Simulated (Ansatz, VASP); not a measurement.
## Hf: VASP beside Ansatz

Contents of INCAR:

```
SYSTEM = Hf
PREC = Accurate ; ENCUT = 520
EDIFF = 1E-6 ; ISMEAR = 0
SIGMA = 0.15 ; LREAL = .FALSE.
LASPH = .TRUE. ; NELM = 100
ALGO = Fast ; ISIF = 2
LWAVE = .FALSE. ; LCHARG = .FALSE.
GGA = PS ; NBANDS = 17
```

File KPOINTS:

```
regular mesh
0
G
  18 18 10
  0 0 0
```

Contents of POSCAR:

```
Hf
1.0
    3.1966985242      0.0000000000      0.0000000000
   -1.5983492621      2.7684221302      0.0000000000
    0.0000000000      0.0000000000      5.0578000000
Hf
2
Direct
    0.3333333333      0.6666666667      0.2500000000
    0.6666666667      0.3333333333      0.7500000000
```

Input for Ansatz:

```yaml
crystal:
  lattice:
    - [3.1966985242, 0.0, 0.0]
    - [-1.5983492621, 2.7684221302, 0.0]
    - [0.0, 0.0, 5.0578]
  atoms:
    - { symbol: Hf, position: [0.3333333333, 0.6666666667, 0.25] }
    - { symbol: Hf, position: [0.6666666667, 0.3333333333, 0.75] }
basis:
  ecutwfc: 420
kpoints:
  mp_grid: { grid: [18, 18, 10] }
hamiltonian:
  xc: pbesol
scf:
  occupations: { method: gaussian, width: 0.15 }
output:
  forces: true
  stress: true
  eigenvalues: true
```

Alike in both runs: task single point; functional PBEsol; k mesh 18 × 18 × 10; occupations gaussian, width 0.15 eV; no spin polarisation.

|  | VASP | Ansatz |
| --- | --- | --- |
| version | VASP 6.6.1 | Ansatz 0.2.0 |
| potentials or method | VASP PAW PBE potentials, release 64 (Hf_pv) | scalar-relativistic, plane waves, PAW |
| plane-wave cutoff (eV) | 520 | 420 |
| valence electrons in the cell | 20 | 52 |

Ansatz gave:

```
gap on the k mesh at the Fermi level (eV)       : none
pressure (GPa)                                  : -3.8
largest component of the traceless stress (GPa) : 0.09
```

Task: Estimate VASP's values.

Result: gap on the k mesh at the Fermi level (eV): none; pressure (GPa): -4.0; largest component of the traceless stress (GPa): 0.16.

A gap of «none» marks a metal or a gap that the smearing closes. The two sets of potentials don't hold the same shells in valence.

Caveats: the PAW data sets were made with another functional, which shifts forces and pressure a little (VASP). The runs have no spin-orbit coupling, so splittings on Hf are missing.
